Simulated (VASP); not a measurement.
# Ag (I4/mmm) in VASP: further runs

One crystal, Ag, is run at these levels: PBEsol; tasks: single point.

Program: VASP 6.6.1. These are calculated values, not measurements. Logs are shortened: lines on timing, memory, paths and dates and some standing lists are left out, and cuts for length are marked.

### 1 The cell of the first run

The structure is tetragonal, space group I4/mmm (No. 139). Conventional cell: a = 3.560 Å, b = 3.560 Å, c = 3.311 Å, α = 90.00°, β = 90.00°, γ = 90.00°. Ag (site symmetry 4/mmm) is surrounded by 10 Ag at 3.01 to 3.31 Å.

This isn't the form of Ag at room conditions, which is fcc.

### 2 Single point, PBEsol (strain +0.0750 x Voigt [1, 1, 0, 0, 0, 0], atoms carried along)

Contents of INCAR:

```
SYSTEM = Ag
ALGO = Fast
EDIFF = 1E-7
ENCUT = 520
GGA = PS
ISIF = 2
ISMEAR = 0
LASPH = .TRUE.
LCHARG = .TRUE.
LELF = .TRUE.
LREAL = .FALSE.
LVHAR = .TRUE.
LWAVE = .FALSE.
NBANDS = 12
NELM = 100
PREC = Accurate
SIGMA = 0.15
```

Contents of KPOINTS:

```
k-points
0
G
  20 20 20
  0 0 0
```

Contents of POSCAR:

```
Ag
1.0
   -1.7798280500      1.7798280500      1.6556540000
    1.7798280500     -1.7798280500      1.6556540000
    1.7798280500      1.7798280500     -1.6556540000
Ag
1
Direct
    0.0000000000      0.0000000000      0.0000000000
```

Potentials or basis: VASP PAW PBE potentials, release 64 (Ag).

Command:

```console
$ cat potpaw_PBE.64/Ag/POTCAR > POTCAR
$ mpirun -np 1 vasp_std > vasp.out
```

OUTCAR:

```text
SYSTEM = Ag
   EDIFF = 1E-7
   ENCUT = 520
   GGA = PS
   ISIF = 2
   ISMEAR = 0
   LASPH = .TRUE.
   LREAL = .FALSE.
   NELM = 100
   PREC = Accurate

 ion  position               nearest neighbor table
   1  0.000  0.000  0.000-

  LATTYP: Found a body centered tetragonal cell.
 ALAT       =     3.5596561000
 C/A-ratio  =     0.9302325581

  Lattice vectors:

 A1 = (  -1.7798280500,   1.7798280500,   1.6556540000)
 A2 = (   1.7798280500,  -1.7798280500,   1.6556540000)
 A3 = (   1.7798280500,   1.7798280500,  -1.6556540000)

Analysis of symmetry for initial positions (statically):
=====================================================================
 Subroutine PRICEL returns:
 Original cell was already a primitive cell.

 Routine SETGRP: Setting up the symmetry group for a
 body centered tetragonal supercell.

 Subroutine GETGRP returns: Found 16 space group operations
 (whereof 16 operations were pure point group operations)
 out of a pool of 16 trial point group operations.

The static configuration has the point symmetry D_4h.

Analysis of symmetry for dynamics (positions and initial velocities):
=====================================================================
 Subroutine PRICEL returns:
 Original cell was already a primitive cell.

 Routine SETGRP: Setting up the symmetry group for a
 body centered tetragonal supercell.

 Subroutine GETGRP returns: Found 16 space group operations
 (whereof 16 operations were pure point group operations)
 out of a pool of 16 trial point group operations.

The dynamic configuration has the point symmetry D_4h.

 Subroutine INISYM returns: Found 16 space group operations
 (whereof 16 operations are pure point group operations),
 and found     1 'primitive' translations

----------------------------------------------------------------------------------------

                                     Primitive cell

  volume of cell :      20.9790

  direct lattice vectors                    reciprocal lattice vectors
    -1.779828050  1.779828050  1.655654000     0.000000000  0.280926014  0.301995465
     1.779828050 -1.779828050  1.655654000     0.280926014  0.000000000  0.301995465
     1.779828050  1.779828050 -1.655654000     0.280926014  0.280926014  0.000000000

  length of vectors
     3.012767157  3.012767157  3.012767157     0.412456890  0.412456890  0.397289379

[... 85 lines left out ...]
   ISYM   =      2    0-nonsym 1-usesym 2-fastsym
   POTIM  = 0.5000    time-step for ionic-motion
   TEBEG  =    0.0;   TEEND  =   0.0 temperature during run
   PSTRESS=    0.0 pullay stress
   NELECT =      11.0000    total number of electrons
   NUPDOWN=      -1.0000    fix difference up-down
   EMIN   =  10.00;   EMAX   =-10.00  energy-range for DOS
   EFERMI =   0.00;   METHOD = LEGACY
   ISMEAR =     0;   SIGMA  =   0.15  broadening in eV -4-tet -1-fermi 0-gaus
   EFERMI_NEDOS =   21; number of points for ismear=-14 and -15
   IALGO  =     68    algorithm
   IMIX   =      4    mixing-type and parameters
     AMIX     =   0.40;   BMIX     =  1.00
     AMIX_MAG =   1.60;   BMIX_MAG =  1.00
  volume/ion in A,a.u.               =      20.98       141.57
  Fermi-wavevector in a.u.,A,eV,Ry     =   1.320111  2.494648 23.710784  1.742693
  Thomas-Fermi vector in A             =   2.449961
   LORBIT       =      0    0 simple, 1 ext, 2 COOP (PROOUT), +10 PAW based schemes
   GGA     = PS    functional components
   LHFCALC =     F    Hartree Fock is set to
   AEXX    =    0.0000 exact exchange contribution
   IVDW    =     0    specifies the selected vdW correction
   LEPSILON=     F    determine dielectric tensor
   LRPA    =     F    only Hartree local field effects (RPA)
 non-spin polarized calculation
 RMM-DIIS sequential band-by-band and
 Gauss-broadening in eV      SIGMA  =   0.15
  energy-cutoff  :      520.00
  volume of cell :       20.98
 maximum number of plane-waves:       578
   NGX = 11   NGY = 11   NGZ = 11

 number of electron      11.0000004 magnetization

 Free energy of the ion-electron system (eV)
  ---------------------------------------------------
  ext. energy  EPLUGINS =         0.00000000
  ---------------------------------------------------
  free energy    TOTEN  =        -3.04402862 eV

  energy without entropy =       -3.04065313  energy(sigma->0) =       -3.04234088

 E-fermi :   5.6825     XC(G=0): -11.2166

 val. band max:        5.6725286259   @ k =   0.5000   0.3000   0.0000
 cond. band min:       5.6837163533   @ k =   0.5000   0.3500   0.0000
 fundamental gap:      0.0111877275
 Fermi energy:         5.6824618458

 k-point     1 :       0.0000    0.0000    0.0000
  band No.  band energies     occupation
      1      -0.7490      2.00000
      2       1.3034      2.00000
      3       1.5524      2.00000
      4       1.5524      2.00000
      5       2.2465      2.00000
      6       2.5216      2.00000
      7      22.2782      0.00000
      8      22.2782      0.00000
      9      23.5783      0.00000
     10      25.8897      0.00000
     11      25.8897      0.00000
     12      27.1951      0.00000
[... 331 lines left out ...]
 k-point    24 :      -0.3500    0.0500    0.0000
  band No.  band energies     occupation
      1       0.6186      2.00000
      2       0.9984      2.00000
      3       2.3548      2.00000
      4       2.3633      2.00000
      5       2.4903      2.00000
      6       3.1973      2.00000
      7      13.7837      0.00000
      8      18.2900      0.00000
      9      19.2464      0.00000
     10      22.9252      0.00000
     11      24.0431      0.00000
     12      28.2774      0.00000

 [... further k-points ...]

------------------------ aborting loop because EDIFF is reached ----------------------------------------

  FORCE on cell =-STRESS in cart. coord.  units (eV):
  Direction    XX          YY          ZZ          XY          YZ          ZX
  --------------------------------------------------------------------------------------
  -------------------------------------------------------------------------------------
  Total       -1.7664373     -1.7664373     -1.8186774      0.0000000      0.0000000      0.0000000
  in kB     -134.9034797   -134.9034797   -138.8930704      0.0000000      0.0000000      0.0000000
  external PRESSURE =    -136.2333433 kB  Pullay stress =       0.0000000 kB

 VOLUME and BASIS-vectors are now :
 -----------------------------------------------------------------------------
  energy-cutoff  :      520.00
  volume of cell :       20.98
      direct lattice vectors                 reciprocal lattice vectors
    -1.779828050  1.779828050  1.655654000     0.000000000  0.280926014  0.301995465
     1.779828050 -1.779828050  1.655654000     0.280926014  0.000000000  0.301995465
     1.779828050  1.779828050 -1.655654000     0.280926014  0.280926014  0.000000000

 POSITION                                       TOTAL-FORCE (eV/Angst)
 -----------------------------------------------------------------------------------
      0.00000      0.00000      0.00000         0.000000      0.000000      0.000000
 -----------------------------------------------------------------------------------
    total drift:                               -0.000000      0.000000      0.000000

  FREE ENERGIE OF THE ION-ELECTRON SYSTEM (eV)
  ---------------------------------------------------
  free  energy   TOTEN  =        -3.0440286227 eV

  energy  without entropy=       -3.0406531344  energy(sigma->0) =       -3.04234088
```

OSZICAR:

```text
N       E                     dE             d eps       ncg     rms          rms(c)
DAV:   1     0.505360768059E+02    0.50536E+02   -0.53141E+03 15600   0.799E+02
DAV:   2    -0.249170074947E+01   -0.53028E+02   -0.49761E+02 17720   0.183E+02
DAV:   3    -0.330220434693E+01   -0.81050E+00   -0.81001E+00 17952   0.245E+01
DAV:   4    -0.330474917797E+01   -0.25448E-02   -0.25447E-02 17312   0.143E+00
DAV:   5    -0.330477244308E+01   -0.23265E-04   -0.23265E-04 17708   0.125E-01    0.349E+00
RMM:   6    -0.304922748105E+01    0.25554E+00   -0.48517E-01 15420   0.611E+00    0.219E+00
RMM:   7    -0.304606860626E+01    0.31589E-02   -0.60863E-03 16884   0.861E-01    0.135E+00
RMM:   8    -0.304403534308E+01    0.20333E-02   -0.44359E-04 17380   0.223E-01    0.137E-01
RMM:   9    -0.304402722754E+01    0.81155E-05   -0.58736E-05 17871   0.661E-02    0.389E-02
RMM:  10    -0.304402819718E+01   -0.96964E-06   -0.11173E-05 17725   0.295E-02    0.502E-03
RMM:  11    -0.304402855349E+01   -0.35631E-06   -0.26907E-06 17571   0.111E-02    0.373E-03
RMM:  12    -0.304402867737E+01   -0.12388E-06   -0.31887E-07 15193   0.381E-03    0.625E-03
RMM:  13    -0.304402862271E+01    0.54663E-07   -0.15363E-07 12888   0.312E-03
   1 F= -.30440286E+01 E0= -.30423409E+01  d E =-.337549E-02
```

It took 58 s on 1 thread of Intel Xeon Platinum 8488C (Sapphire Rapids), shared host; peak memory 0.26 GiB.

What came out:

- Free energy: -3.0440 eV
- Pressure: -13.6 GPa
- Band gap on the k mesh: none (metal or under the smearing width)

Stress tensor (GPa, compression positive):
```
-13.49   0.00   0.00
  0.00 -13.49   0.00
  0.00   0.00 -13.89
```

Levels at points of the mesh, in eV from the Fermi level:
```
           k point  band 4  band 5  band 6  band 7  band 8  band 9
(0.00, 0.00, 0.00)   -4.13   -3.44   -3.16   16.60   16.60   17.90
(0.50, 0.00, 0.00)   -3.06   -2.58    0.47    3.28   12.08   12.19
(0.50, 0.50, 0.00)   -3.28   -2.61    0.11    2.64   13.29   13.66
(0.50, 0.50, 0.50)   -2.77   -2.70    5.66    5.66    7.55    9.64
```

Caveat: the PAW data sets were made with another functional, which shifts forces and pressure a little.

(Part 1 of 2 ends here.)
